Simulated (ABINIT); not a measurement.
Runs of ABINIT 10.8.3 (patched build) on Ge. It takes space group Fd-3m (No. 227, cubic). The conventional cell has a = 5.658 Å, b = 5.658 Å, c = 5.658 Å, α = 90.00°, β = 90.00°, γ = 90.00°. Ge (site symmetry -43m) has 4 Ge at 2.45 Å as nearest neighbours. 

| task | cell | k mesh | cutoff (eV) | cutoff smearing ecutsm (Ha) | stop of the response cycle (tolvrs) | q mesh | acoustic sum rule (asr) | cell freedom (optcell) | gap on the mesh (eV) | pressure (GPa) |
| --- | --- | --- | --- | --- | --- | --- | --- | --- | --- | --- |
| single point | as given | 6 × 6 × 6 | 952 | - | - | - | - | - | none | (a) |
| single point | cell relaxed | 6 × 6 × 6 | 1061 | - | - | - | - | - | none | 0.0 |
| phonon dispersion | cell relaxed at zero pressure by an earlier run | 4 × 4 × 4, with 4 shifts | 1061 | 0.5 | 1e-08 | 2 × 2 × 2 | 1 | - | - | -0.2 |
| relaxation of cell and atoms | relaxed | 6 × 6 × 6 | 1061 | 0.5 | - | - | - | 2 | none | 0.0 |

Alike in all rows: level PBEsol; potentials or basis PseudoDojo NC SR PBEsol v0.4.1 standard; no spin polarisation; smearing fermi-dirac 0.05 eV.

**Question.** Estimate the missing entries.

**Answer.** (a) -1.2.

Caveats: this crystal is a semiconductor, whose small gap the functional closes, so the metal is an error of the method (some runs); the mesh is coarse for a metal's response (some runs).

A k mesh can miss the band edges, and the runs leave out spin-orbit coupling on Ge.

A gap of «none» marks a metal or a gap under the smearing width.
